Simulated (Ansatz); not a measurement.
input.yaml (Ansatz)

```yaml
crystal:
  lattice:
    - [1.8406662084, 1.0627091309, 2.2800073684]
    - [-1.8406662084, 1.0627091309, 2.2800073684]
    - [0.0, -2.1254182618, 2.2800073684]
  atoms:
    - { symbol: Hg, position: [0.0, 0.0, 0.0] }
hamiltonian:
  xc: pbesol
  pseudopotentials:
    kind: paw
    azcp:
      Hg: "pseudopotentials/Hg.paw.azcp"
basis:
  ecutwfc: 420
  fft_grid_basis: typed
kpoints:
  mp_grid: { grid: [18, 18, 18], shift: [0, 0, 0] }
magnetization:
  spin_polarized: false
scf:
  occupations: { method: fermi_dirac, width: 0.1 }
output:
  stress: true
```

Terminal output

```
Warning: the record states the generating functional pbe (its physics header spells it `PBE`), which answers neither for hamiltonian.xc's functional nor for the pbesol family's — results may be inconsistent (PPs are generated against a specific XC)
Engine: ansatz 0.2.0, aarch64-unknown-linux-gnu
Pseudopotentials: kind: paw
Pseudopotential: Hg, paw, valence charge 20, recommended cutoff 420 eV (normal) 
Functional definition: PBEsol
  exchange = pbesol_x
  correlation = pbesol_c
Crystal: 1 atoms, lattice volume = 26.759 Å³
Basis set: ecut = 420 eV, 499 PW (Γ)
Bands: 14, of which v1, the nominal top of the filled ones, is band 10 counted from 1 (9 counted from 0)
Symmetry: 12 space group operations
Space group: R-3m (ITA 166), of the structure as read, at distance tolerance 3.0e-5 Å
k-points: 580 of 5832
Non-local potential: Hg, projectors of the file, l = 0: 3, l = 1: 2, l = 2: 2, l = 3: 1
PAW form: soft (Blöchl's): semilocal exchange-correlation on the pseudo side does not see the compensation charge
PAW frozen core: Hg, regenerated for the run's functional, and the local potential with it (the file was generated under x = pbe(κ = 0.804, μ = 0.2195149727645171), c = pbe(β = 0.06672455060314922))
PAW one-centre angular grid: Hg, 590 points (default); XC on 64 Gauss nodes
Initial density: superposition of atomic densities (neutral atoms: chi_scale 0, normalization atom), corrected by the library's trained network
Initial wavefunctions: pseudopotential atomic-orbital guess
Functional: x = pbesol(κ = 0.804, μ = 0.12345679012345678), c = pbesol(β = 0.046)
SCF iter   1: F=—  HF=-13667.985496 eV  |F-HF|=—  |Δ(HF+E_count)|=         —  Δρ=3.44e-3  dr2=3.80e-3  ethr=1.77e-3  ⟨swp⟩=5.2  Hψ=41323  notcnv=0
SCF iter   2: F=—  HF=-13667.984883 eV  |F-HF|=—  |Δ(HF+E_count)|=   6.13e-4  Δρ=1.47e-3  dr2=7.36e-4  ethr=1.90e-5  ⟨swp⟩=2.4  Hψ=15913  notcnv=0
SCF iter   3: F=—  HF=-13667.984638 eV  |F-HF|=—  |Δ(HF+E_count)|=   2.45e-4  Δρ=2.67e-4  dr2=8.79e-6  ethr=3.68e-6  ⟨swp⟩=2.0  Hψ=11334  notcnv=0
SCF iter   4: F=—  HF=-13667.984645 eV  |F-HF|=—  |Δ(HF+E_count)|=   7.02e-6  Δρ=6.19e-5  dr2=8.17e-7  ethr=4.40e-8  ⟨swp⟩=2.3  Hψ=13127  notcnv=0
iter 5 did not close the SCF: its close was put off for the readings that it lacked (scf_convergence_deferred on its scf_iter line)
SCF iter   5: F=-13667.984645 eV  HF=-13667.984645 eV  |F-HF|=2.22e-9  |Δ(HF+E_count)|=   1.27e-7  Δρ=4.55e-6  dr2=4.54e-9  ethr=4.09e-9  ⟨swp⟩=2.6  Hψ=13832  notcnv=0
SCF iter   6: F=-13667.984645 eV  HF=-13667.984645 eV  |F-HF|=3.64e-12  |Δ(HF+E_count)|=  7.55e-10  Δρ=3.83e-7  dr2=3.34e-11  ethr=2.27e-11  ⟨swp⟩=1.6  Hψ=24789  notcnv=0
SCF 1 converged in 6 iterations: F = -13667.984645 eV  dr2 = 3.34e-11
SCF converged after 6 iterations
Free energy (F): -13667.984645 eV
Harris-Foulkes:  -13667.984645 eV  (|F-HF|=3.64e-12)
Internal energy: -13667.974987 eV  (E = F + TS)
E sigma→0 (E₀):  -13667.979816 eV
Entropy (-TS):   -0.009657 eV (-9.657 meV/atom)
Fermi energy:    12.329429 eV
--- Per-component energies (eV) ---
  E_band       = -432.496665
  E_kinetic    = 603.841066
  E_local      = -2728.229779  (includes V_loc(G=0)·N_el)
  E_nonlocal   = 76.309397
  E_hartree    = 1160.990335
  E_xc         = -218.578397
  E_vxc        = -261.164255  (∫ρ·V_xc dr)
  E_paw        = -9801.213633  (= ΣΔE_a)
  E_vpaw       = -445.235001  (= ΣTr[D̂ρ^β])
  E_aug_tail   = 0.000887  (compensation charges beyond the density's cutoff)
  E_ewald      = -2761.423514
  E_core_change = 0.328651  (= ΣΔE_core)
  E_smearing   = -0.009657  (= −TS)
  E_closure    = -0.000000  (closes the sum)
  Σ components = -13667.984645   (vs F -13667.984645, Δ=0.00e0)
--- Stress (GPa, compression-positive) ---
       -2.550812       0.000000       0.000000
        0.000000      -2.550812       0.000000
        0.000000       0.000000      -3.960360
  P = ⅓ Tr σ = -3.0207 GPa (-30.207 kbar)
```
